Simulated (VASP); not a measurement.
Input of a VASP 6.6.1 run:

INCAR

```
SYSTEM = TaN
  ALGO = Fast
  EDIFF = 1E-6
  ENCUT = 520
  GGA = PS
  ISIF = 2
  ISMEAR = -1
  LASPH = .TRUE.
  LCHARG = .FALSE.
  LDAU = .TRUE.
  LDAUJ = 0 0
  LDAUL = 2 -1
  LDAUPRINT = 1
  LDAUTYPE = 2
  LDAUU = 5 0
  LMAXMIX = 4
  LREAL = .FALSE.
  LWAVE = .FALSE.
  NBANDS = 24
  NELM = 80
  PREC = Accurate
  SIGMA = 0.05
```

KPOINTS

```
k-points
0
G
  7 7 4
  0 0 0
```

File POSCAR:

```
TaN
1.0
    2.9217699809      0.0000000000      0.0000000000
   -1.4608849905      2.5303270275      0.0000000000
    0.0000000000      0.0000000000      5.9165150000
Ta N
2 2
Direct
    0.0000000000      0.0000000000      0.5000000000
    0.0000000000      0.0000000000      0.0000000000
    0.3333333333      0.6666666667      0.2500000000
    0.6666666667      0.3333333333      0.7500000000
```

Potentials or basis: VASP PAW PBE potentials, release 64 (Ta_pv, N).

Run with:

```bash
$ cat potpaw_PBE.64/Ta_pv/POTCAR potpaw_PBE.64/N/POTCAR > POTCAR
$ mpirun -np 1 vasp_std > vasp.out
```

Problem. Estimate the pressure.

Solution. 6.0 GPa.

Problem. Estimate the band gap on the k mesh.

Solution. None (metal or under the smearing width).

Eigenvalues of the final occupation matrices:
```
    site  spin  trace               eigenvalues
site 1 d     1   1.17  0.19 0.19 0.26 0.26 0.26
site 1 d     2   1.17  0.19 0.19 0.26 0.26 0.26
site 2 d     1   1.17  0.19 0.19 0.26 0.26 0.26
site 2 d     2   1.17  0.19 0.19 0.26 0.26 0.26
```

Caveat: the PAW data sets were made with another functional, which shifts forces and pressure a little; U without spin polarisation on a metal has little footing. Spin-orbit coupling is left out, which matters for the levels of Ta.
